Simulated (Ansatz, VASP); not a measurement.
SrCl2: VASP beside Ansatz

File INCAR:

```
SYSTEM = SrCl2
PREC = Accurate ; ENCUT = 520
EDIFF = 1E-6 ; ISMEAR = 1
SIGMA = 0.02 ; LREAL = .FALSE.
LASPH = .TRUE. ; NELM = 100
ALGO = Normal ; ISIF = 2
LWAVE = .FALSE. ; LCHARG = .TRUE.
GGA = PE ; LELF = .TRUE.
LVHAR = .TRUE. ; NBANDS = 19
```

KPOINTS

```
regular mesh
0
G
  5 5 5
  0 0 0
```

Contents of POSCAR:

```
SrCl2
1.0
    0.0000000000      3.4883500000      3.4883500000
    3.4883500000      0.0000000000      3.4883500000
    3.4883500000      3.4883500000      0.0000000000
Sr Cl
1 2
Direct
    0.0000000000      0.0000000000      0.0000000000
    0.2500000000      0.2500000000      0.2500000000
    0.7500000000      0.7500000000      0.7500000000
```

Input for Ansatz:

```yaml
crystal:
  lattice:
    - [0.0, 3.48835, 3.48835]
    - [3.48835, 0.0, 3.48835]
    - [3.48835, 3.48835, 0.0]
  atoms:
    - { symbol: Sr, position: [0.0, 0.0, 0.0] }
    - { symbol: Cl, position: [0.25, 0.25, 0.25] }
    - { symbol: Cl, position: [0.75, 0.75, 0.75] }
basis:
  ecutwfc: 470.0
kpoints:
  mp_grid:
    grid: [5, 5, 5]
    shift: [0.0, 0.0, 0.0]
hamiltonian:
  xc: pbe
  pseudopotentials:
    kind: paw
scf:
  convergence:
    dr2_threshold: 1.0e-07
  occupations:
    method: methfessel_paxton
    width: 0.02
output:
  optics:
    de: 0.1
    nscf_kmesh:
      grid: [6, 6, 6]
    bands:
      spectra_wanted_up_to: 10.0
```

Alike in both runs: task single point; functional PBE; k mesh 5 × 5 × 5; occupations methfessel-paxton of order 1, width 0.02 eV; no spin polarisation.

```csv
,VASP,Ansatz
version,VASP 6.6.1,Ansatz 0.2.0
potentials or method,"VASP PAW PBE potentials, release 64 (Sr_sv, Cl)","plane waves, PAW"
plane-wave cutoff (eV),520,470
valence electrons in the cell,24,24
```

|  | VASP | Ansatz | Ansatz less VASP |
| --- | --- | --- | --- |
| gap on the k mesh at the Fermi level (eV) | 5.41 | 5.41 | +0.004 |

With one functional, cell and mesh, what is left measures potentials, basis and numerics. Ansatz warned: «settled_levels_scf_threshold_loose».

Caveats: an odd mesh through Γ misses points on the zone boundary, where band edges often lie.
